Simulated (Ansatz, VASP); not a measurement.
MnO: VASP beside Ansatz

File INCAR:

```
SYSTEM = MnO
PREC = Accurate
ENCUT = 520
EDIFF = 1E-6
ISMEAR = -1
SIGMA = 0.05
LREAL = .FALSE.
LASPH = .TRUE.
NELM = 150
ALGO = Normal
ISIF = 2
LWAVE = .FALSE.
LCHARG = .FALSE.
ISPIN = 2
MAGMOM = 4 0
LORBIT = 11
LMAXMIX = 4
GGA = CA
NBANDS = 20
```

Contents of KPOINTS:

```
regular mesh
0
G
  6 6 6
  0 0 0
```

Contents of POSCAR:

```
MnO
1.0
    0.0000000000      2.2239077028      2.2239077028
    2.2239077028      0.0000000000      2.2239077028
    2.2239077028      2.2239077028      0.0000000000
Mn O
1 1
Direct
    0.0000000000      0.0000000000      0.0000000000
    0.5000000000      0.5000000000      0.5000000000
```

File input.yaml:

```yaml
crystal:
  lattice:
    - [0.0, 2.2239077028, 2.2239077028]
    - [2.2239077028, 0.0, 2.2239077028]
    - [2.2239077028, 2.2239077028, 0.0]
  atoms:
    - { symbol: Mn, position: [0.0, 0.0, 0.0], spin: 4.0 }
    - { symbol: O, position: [0.5, 0.5, 0.5] }
hamiltonian:
  xc: lda
  pseudopotentials: { kind: paw }
magnetization:
  spin_polarized: true
kpoints:
  mp_grid: { grid: [6, 6, 6] }
  band_path:
    path:
      - [[0.0, 0.0, 0.0], [0.5, 0.0, 0.5], [0.5, 0.25, 0.75], [0.375, 0.375, 0.75], [0.0, 0.0, 0.0], [0.5, 0.5, 0.5], [0.625, 0.25, 0.625], [0.5, 0.25, 0.75], [0.5, 0.5, 0.5], [0.375, 0.375, 0.75]]
      - [[0.625, 0.25, 0.625], [0.5, 0.0, 0.5]]
    npoints: 14
scf:
  occupations: { method: fermi_dirac, width: 0.05 }
  n_extra_bands: 6
output:
  forces: true
  stress: true
  eigenvalues: true
  fatbands: true
  write_density: true
  write_potential: true
  elf: true
  volumetric_format: npy
```

The cell is a database's computed one.

Alike in both runs: functional LDA; k mesh 6 × 6 × 6; occupations fermi-dirac, width 0.05 eV; collinear spin.

|  | VASP | Ansatz |
| --- | --- | --- |
| version | VASP 6.6.1 | Ansatz 0.2.0 |
| potentials or method | VASP PAW LDA potentials, release 64 (Mn_pv, O) | Ansatz PAW |
| plane-wave cutoff (eV) | 520 | 420 |
| valence electrons in the cell | 19 | 21 |
| task | single point | band structure |

Ansatz gave:

```
gap on the k mesh at the Fermi level (eV)                     : none
pressure (GPa)                                                : -15.0
net moment per atom (μB)                                      : 2.35
size of the moment on the site where the two differ most (μB) : 3.97
```

Task: What did VASP give for the same quantities?

Result: gap on the k mesh at the Fermi level (eV): none; pressure (GPa): -15.1; net moment per atom (μB): 2.34; size of the moment on the site where the two differ most (μB): 4.22.

Site moments also hang on the region over which each program counts them. A gap of «none» marks a metal or a gap that the smearing closes. The two sets of potentials don't hold the same shells in valence.

Caveats: the k mesh is coarse (spacing up to 0.41 Å⁻¹), so the values aren't converged; a cell with one magnetic atom can't hold antiferromagnetic order, which such compounds often take; semilocal functionals often make such compounds metallic where correlation or magnetic order opens a gap, which also shifts bond lengths; so large a pressure means that the cell lies far from this level's equilibrium, or that cutoff or potentials fall short (VASP); the pressure holds a Pulay correction of +0.8 GPa for the finite cutoff (Ansatz); the PAW data sets come from PBE, with cores solved anew for the run's functional, which leaves a small shift of forces and pressure (Ansatz).
